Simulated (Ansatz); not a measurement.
# WC (Fm-3m) in Ansatz: equation of state

Aim: energy against volume of WC in PBEsol, for its equilibrium volume and stiffness.

All numbers are computed with Ansatz 0.2.0; they aren't measurements. Logs are shortened: lines on timing, memory, paths and dates and some standing lists are left out, and cuts for length are marked.

**1. The crystal as given**

The structure is cubic, space group Fm-3m (No. 225). Conventional cell: a = 4.385 Å, b = 4.385 Å, c = 4.385 Å, α = 90.00°, β = 90.00°, γ = 90.00°. Around W (site symmetry m-3m) lie 6 C at 2.19 Å. Around C (site symmetry m-3m) lie 6 W at 2.19 Å.

Measurements of this composition are mostly on another form, of space group No. 187.

**2. Single point, PBEsol, 9.91 Å³/atom (volume scaled by 0.94)**

File input.yaml:

```yaml
crystal:
  lattice:
    - [0.0, 2.1479227872, 2.1479227872]
    - [2.1479227872, 0.0, 2.1479227872]
    - [2.1479227872, 2.1479227872, 0.0]
  atoms:
    - { symbol: W, position: [0.0, 0.0, 0.0] }
    - { symbol: C, position: [0.5, 0.5, 0.5] }
hamiltonian:
  xc: pbesol
  pseudopotentials: { kind: paw }
kpoints:
  mp_grid: { grid: [10, 10, 10] }
scf:
  occupations: { method: fermi_dirac, width: 0.05 }
output:
  forces: true
  stress: true
  eigenvalues: true
```

Potentials or basis: Ansatz PAW.

Started as:

```
$ ansatz run input.yaml --threads 2 --pin off --max-ram 5632MiB --backend cpu --events-out ev --progress --plain --runs-dir out
```

The program printed:

```text
Warning: RAYON_NUM_THREADS=2 ignored (pool sized by the plan → 2); use --threads N
Engine: ansatz 0.2.0, aarch64-unknown-linux-gnu
Pseudopotentials: kind: paw
Pseudopotential: W, paw, valence charge 14, recommended cutoff 420 eV (normal), W.paw.azcp
Pseudopotential: C, paw, valence charge 4, recommended cutoff 420 eV (normal), C.paw.azcp
Functional definition: PBEsol
  exchange = pbesol_x
  correlation = pbesol_c
Crystal: 2 atoms, lattice volume = 19.819 Å³
Basis set: ecut = 420 eV, 387 PW (Γ), exchange–correlation on 48×48×48 points (8 copies of the dense FFT grid, shifted against one another)
Bands: 13, of which v1, the nominal top of the filled ones, is band 9 counted from 1 (8 counted from 0)
Symmetry: 48 space group operations
Space group: Fm-3m (ITA 225), of the structure as read, at distance tolerance 2.7e-5 Å
k-points: 47 of 1000
Non-local potential: W, projectors of the file, l = 0: 3, l = 1: 2, l = 2: 2, l = 3: 1
Non-local potential: C, projectors of the file, l = 0: 2, l = 1: 2, l = 2: 1
PAW form: soft (Blöchl's): semilocal exchange-correlation on the pseudo side does not see the compensation charge
PAW frozen core: W, regenerated for the run's functional, and the local potential with it (the file was generated under x = pbe(κ = 0.804, μ = 0.2195149727645171), c = pbe(β = 0.06672455060314922))
PAW frozen core: C, regenerated for the run's functional, and the local potential with it (the file was generated under x = pbe(κ = 0.804, μ = 0.2195149727645171), c = pbe(β = 0.06672455060314922))
PAW one-centre angular grid: W, 590 points (default); XC on 64 Gauss nodes
PAW one-centre angular grid: C, 110 points (default); XC on 64 Gauss nodes
Initial density: superposition of atomic densities (neutral atoms: chi_scale 0, normalization atom), corrected by the library's trained network
Initial wavefunctions: pseudopotential atomic-orbital guess
Functional: x = pbesol(κ = 0.804, μ = 0.12345679012345678), c = pbesol(β = 0.046)
SCF iter   1: F=—  HF=-10502.816907 eV  |F-HF|=—  |Δ(HF+E_count)|=         —  Δρ=7.89e-3  dr2=1.09e-2  ethr=1.77e-3  ⟨swp⟩=5.1  Hψ=6889  notcnv=0  defer=51
automatic band count: the SCF goes on with 17 bands, as 13 were too few: the levels above may hold too much charge
preconditioner: auto → none  [insulator: Δε(μ)=0.150 eV  Ē_g=15.318 eV  σ=0.050 eV  W_gap=0.60  n_scr=8 (ndim 8)  ℏωp=26.4 eV  f_vac=0.000  D(μ)=0.70/eV (n_scr^D=0)  ε∞_Penn≈4.0]
SCF iter   2: F=—  HF=-10502.814988 eV  |F-HF|=—  |Δ(HF+E_count)|=   1.92e-3  Δρ=3.64e-3  dr2=2.37e-3  ethr=6.04e-5  ⟨swp⟩=1.1  Hψ=1180  notcnv=0  defer=61
SCF iter   3: F=—  HF=-10502.814629 eV  |F-HF|=—  |Δ(HF+E_count)|=   3.59e-4  Δρ=3.60e-4  dr2=1.58e-5  ethr=1.32e-5  ⟨swp⟩=1.6  Hψ=793  notcnv=0  defer=61
SCF iter   4: F=—  HF=-10502.814622 eV  |F-HF|=—  |Δ(HF+E_count)|=   6.68e-6  Δρ=7.37e-5  dr2=7.10e-7  ethr=8.77e-8  ⟨swp⟩=2.1  Hψ=897  notcnv=0  defer=61
iter 5 did not close the SCF: its close was put off for the readings that it lacked (scf_convergence_deferred on its scf_iter line)
SCF iter   5: F=-10502.814622 eV  HF=-10502.814622 eV  |F-HF|=3.57e-10  |Δ(HF+E_count)|=   3.20e-8  Δρ=8.32e-6  dr2=5.45e-9  ethr=3.94e-9  ⟨swp⟩=2.0  Hψ=928  notcnv=0  defer=61
SCF iter   6: F=-10502.814622 eV  HF=-10502.814622 eV  |F-HF|=1.24e-10  |Δ(HF+E_count)|=   1.62e-9  Δρ=1.00e-6  dr2=1.68e-10  ethr=3.03e-11  ⟨swp⟩=5.7  Hψ=3019  notcnv=0
SCF 1 converged in 6 iterations: F = -10502.814622 eV  dr2 = 1.68e-10
SCF converged after 6 iterations
Free energy (F): -10502.814622 eV
Harris-Foulkes:  -10502.814622 eV  (|F-HF|=1.24e-10)
Internal energy: -10502.808609 eV  (E = F + TS)
E sigma→0 (E₀):  -10502.811615 eV
Entropy (-TS):   -0.006013 eV (-3.007 meV/atom)
Fermi energy:    23.228660 eV
--- Per-component energies (eV) ---
  E_band       = -39.080659
  E_kinetic    = 546.524101
  E_local      = -617.142815  (includes V_loc(G=0)·N_el)
  E_nonlocal   = 29.366675
  E_hartree    = 218.818950
  E_xc         = -315.582603
  E_vxc        = -301.429691  (∫ρ·V_xc dr)
  E_paw        = -8531.426964  (= ΣΔE_a)
  E_vpaw       = -134.036666  (= ΣTr[D̂ρ^β])
  E_aug_tail   = -0.000071  (compensation charges beyond the density's cutoff)
  E_ewald      = -1833.608774
  E_core_change = 0.242893  (= ΣΔE_core)
  E_smearing   = -0.006013  (= −TS)
  E_closure    = -0.000000  (closes the sum)
  Σ components = -10502.814622   (vs F -10502.814622, Δ=0.00e0)
--- Forces (eV/Å), atoms counted from 1 ---
  atom   1  W     -0.00000000     0.00000000    -0.00000000
  atom   2  C      0.00000000    -0.00000000    -0.00000000
  max |Σ_I F_I| component: 1.97e-30 eV/Å
--- Stress (GPa, compression-positive) ---
       14.258919       0.000000       0.000000
       -0.000000      14.258919       0.000000
        0.000000       0.000000      14.258919
  P = ⅓ Tr σ = 14.2589 GPa (142.589 kbar)
--- Band table (eV; the first three rows and the last of 47) ---
  k-point 0: bands = ["-52.0969", "-16.1170", "-16.1170", "-16.1170", "6.8491", "20.1695", "20.1695", "20.1695", "22.0299", "22.0299", "22.0299", "22.1440", "22.1440", "30.3400", "32.7196", "47.4585", "47.4585"]
  k-point 1: bands = ["-52.0920", "-16.1922", "-16.1247", "-16.1247", "7.1543", "19.2302", "19.7186", "19.7186", "20.8553", "20.8553", "22.4211", "24.3638", "24.3638", "30.8426", "33.4276", "44.6736", "45.8364"]
  k-point 2: bands = ["-52.0793", "-16.3851", "-16.1449", "-16.1449", "8.0116", "17.5269", "18.2569", "18.2569", "21.4880", "21.4880", "22.9238", "26.8913", "26.8913", "31.8451", "35.0612", "41.6016", "42.5978"]
  k-point 46: bands = ["-52.0289", "-16.6498", "-16.5242", "-16.3890", "10.0171", "16.7347", "16.8011", "16.9445", "22.8304", "24.4934", "25.7245", "26.8425", "28.7909", "35.0805", "35.8386", "37.4572", "40.4587"]
```

Run time: 0.86 s. Hardware: 2 threads of Arm Neoverse V1, shared host; peak memory 0.28 GiB.

Results:

| Quantity | Value |
| --- | --- |
| Free energy | -10502.8146 eV |
| Pressure | 14.3 GPa |
| Band gap on the k mesh | none (metal or under the smearing width) |

Caveat: the pressure holds a Pulay correction of +0.4 GPa for the finite cutoff; the PAW data sets come from PBE, with cores solved anew for the run's functional, which leaves a small shift of forces and pressure.

**3. Single point, PBEsol, 10.12 Å³/atom (volume scaled by 0.96)**

input.yaml: that of step 2 with these lines changed.

```diff
@@ -2,5 +2,5 @@
   lattice:
-    - [0.0, 2.1479227872, 2.1479227872]
-    - [2.1479227872, 0.0, 2.1479227872]
-    - [2.1479227872, 2.1479227872, 0.0]
+    - [0.0, 2.1630495024, 2.1630495024]
+    - [2.1630495024, 0.0, 2.1630495024]
+    - [2.1630495024, 2.1630495024, 0.0]
   atoms:
```

Potentials or basis: Ansatz PAW.

Started as:

```
$ ansatz run input.yaml --threads 2 --pin off --max-ram 5632MiB --backend cpu --events-out ev --progress --plain --runs-dir out
```

Wall time 0.88 s (2 threads of Arm Neoverse V1, shared host); peak memory 0.28 GiB.

The run converged. Its results:

* Free energy: -10502.8400 eV
* Pressure: 5.2 GPa
* Band gap on the k mesh: none (metal or under the smearing width)

Caveat: the pressure holds a Pulay correction of +0.3 GPa for the finite cutoff; the PAW data sets come from PBE, with cores solved anew for the run's functional, which leaves a small shift of forces and pressure.

**4. Single point, PBEsol, 10.33 Å³/atom (volume scaled by 0.98)**

input.yaml: that of step 3 with these lines changed.

```diff
@@ -2,5 +2,5 @@
   lattice:
-    - [0.0, 2.1630495024, 2.1630495024]
-    - [2.1630495024, 0.0, 2.1630495024]
-    - [2.1630495024, 2.1630495024, 0.0]
+    - [0.0, 2.1779675566, 2.1779675566]
+    - [2.1779675566, 0.0, 2.1779675566]
+    - [2.1779675566, 2.1779675566, 0.0]
   atoms:
```

Started as:

```
$ ansatz run input.yaml --threads 2 --pin off --max-ram 5632MiB --backend cpu --events-out ev --progress --plain --runs-dir out
```

Run time: 0.85 s. Hardware: 2 threads of Arm Neoverse V1, shared host; peak memory 0.28 GiB.

The run converged. Its results:

- Free energy: -10502.8427 eV
- Pressure: -2.9 GPa
- Band gap on the k mesh: none (metal or under the smearing width)

Caveat: the pressure holds a Pulay correction of +0.3 GPa for the finite cutoff; the PAW data sets come from PBE, with cores solved anew for the run's functional, which leaves a small shift of forces and pressure.

**5. Single point, PBEsol, 10.54 Å³/atom**

input.yaml: that of step 4 with these lines changed.

```diff
@@ -2,5 +2,5 @@
   lattice:
-    - [0.0, 2.1779675566, 2.1779675566]
-    - [2.1779675566, 0.0, 2.1779675566]
-    - [2.1779675566, 2.1779675566, 0.0]
+    - [0.0, 2.192684, 2.192684]
+    - [2.192684, 0.0, 2.192684]
+    - [2.192684, 2.192684, 0.0]
   atoms:
```

Started as:

```
$ ansatz run input.yaml --threads 2 --pin off --max-ram 5632MiB --backend cpu --events-out ev --progress --plain --runs-dir out
```

Wall time 0.85 s (2 threads of Arm Neoverse V1, shared host); peak memory 0.28 GiB.

It converged, with:

| Item | Value |
| --- | --- |
| Free energy | -10502.8252 eV |
| Pressure | -10.2 GPa |
| Band gap on the k mesh | none (metal or under the smearing width) |

Caveat: the pressure holds a Pulay correction of +0.3 GPa for the finite cutoff; the PAW data sets come from PBE, with cores solved anew for the run's functional, which leaves a small shift of forces and pressure.

**6. Single point, PBEsol, 10.75 Å³/atom (volume scaled by 1.02)**

input.yaml: that of step 5 with these lines changed.

```diff
@@ -2,5 +2,5 @@
   lattice:
-    - [0.0, 2.192684, 2.192684]
-    - [2.192684, 0.0, 2.192684]
-    - [2.192684, 2.192684, 0.0]
+    - [0.0, 2.2072055093, 2.2072055093]
+    - [2.2072055093, 0.0, 2.2072055093]
+    - [2.2072055093, 2.2072055093, 0.0]
   atoms:
@@ -19 +19,5 @@
   eigenvalues: true
+  write_density: true
+  write_potential: true
+  elf: true
+  volumetric_format: npy
```

Potentials or basis: Ansatz PAW.

Started as:

```
$ ansatz run input.yaml --threads 2 --pin off --max-ram 5632MiB --backend cpu --events-out ev --progress --plain --runs-dir out
```

Run time: 1.1 s. Hardware: 2 threads of Arm Neoverse V1, shared host; peak memory 0.28 GiB.

The run converged. Its results:

| Item | Value |
| --- | --- |
| Free energy | -10502.7894 eV |
| Pressure | -16.8 GPa |
| Band gap on the k mesh | none (metal or under the smearing width) |

Caveat: the pressure holds a Pulay correction of +0.3 GPa for the finite cutoff; the PAW data sets come from PBE, with cores solved anew for the run's functional, which leaves a small shift of forces and pressure.

**7. Single point, PBEsol, 10.96 Å³/atom (volume scaled by 1.04)**

input.yaml: that of step 6 with these lines changed.

```diff
@@ -2,5 +2,5 @@
   lattice:
-    - [0.0, 2.2072055093, 2.2072055093]
-    - [2.2072055093, 0.0, 2.2072055093]
-    - [2.2072055093, 2.2072055093, 0.0]
+    - [0.0, 2.2215384142, 2.2215384142]
+    - [2.2215384142, 0.0, 2.2215384142]
+    - [2.2215384142, 2.2215384142, 0.0]
   atoms:
```

Started as:

```
$ ansatz run input.yaml --threads 2 --pin off --max-ram 5632MiB --backend cpu --events-out ev --progress --plain --runs-dir out
```

Run time: 1.1 s. Hardware: 2 threads of Arm Neoverse V1, shared host; peak memory 0.28 GiB.

It converged, with:

| Item | Value |
| --- | --- |
| Free energy | -10502.7375 eV |
| Pressure | -22.6 GPa |
| Band gap on the k mesh | none (metal or under the smearing width) |

Caveat: the PAW data sets come from PBE, with cores solved anew for the run's functional, which leaves a small shift of forces and pressure.

**8. Single point, PBEsol, 11.17 Å³/atom (volume scaled by 1.06)**

File input.yaml:

```yaml
crystal:
  lattice:
    - [0.0, 2.2356887219, 2.2356887219]
    - [2.2356887219, 0.0, 2.2356887219]
    - [2.2356887219, 2.2356887219, 0.0]
  atoms:
    - { symbol: W, position: [0.0, 0.0, 0.0] }
    - { symbol: C, position: [0.5, 0.5, 0.5] }
hamiltonian:
  xc: pbesol
  pseudopotentials: { kind: paw }
kpoints:
  mp_grid: { grid: [10, 10, 10] }
scf:
  occupations: { method: fermi_dirac, width: 0.05 }
output:
  forces: true
  stress: true
  eigenvalues: true
```

Started as:

```
$ ansatz run input.yaml --threads 2 --pin off --max-ram 5632MiB --backend cpu --events-out ev --progress --plain --runs-dir out
```

Wall time 0.88 s (2 threads of Arm Neoverse V1, shared host); peak memory 0.28 GiB.

The run converged. Its results:

```yaml
Free_energy: -10502.6709 eV
Pressure: -27.9 GPa
Band_gap_on_the_k_mesh: none (metal or under the smearing width)
```

Caveat: the PAW data sets come from PBE, with cores solved anew for the run's functional, which leaves a small shift of forces and pressure.

**9. Equation of state, PBEsol**

Potentials or basis: Ansatz PAW.

This step only gathers the single runs of the series.

What came out:

```yaml
Equilibrium_volume: 10.25 Å³/atom
Bulk_modulus: 390 GPa
Pressure_derivative_of_the_bulk_modulus: 4.3
```

Energy against volume, from the lowest point:
| volume (Å³/atom) | energy (meV/atom) |
| --- | --- |
| 9.910 | 14.05 |
| 10.120 | 1.37 |
| 10.331 | 0.00 |
| 10.542 | 8.75 |
| 10.753 | 26.64 |
| 10.964 | 52.62 |
| 11.175 | 85.93 |

The run has no spin-orbit coupling, so splittings on W are missing.
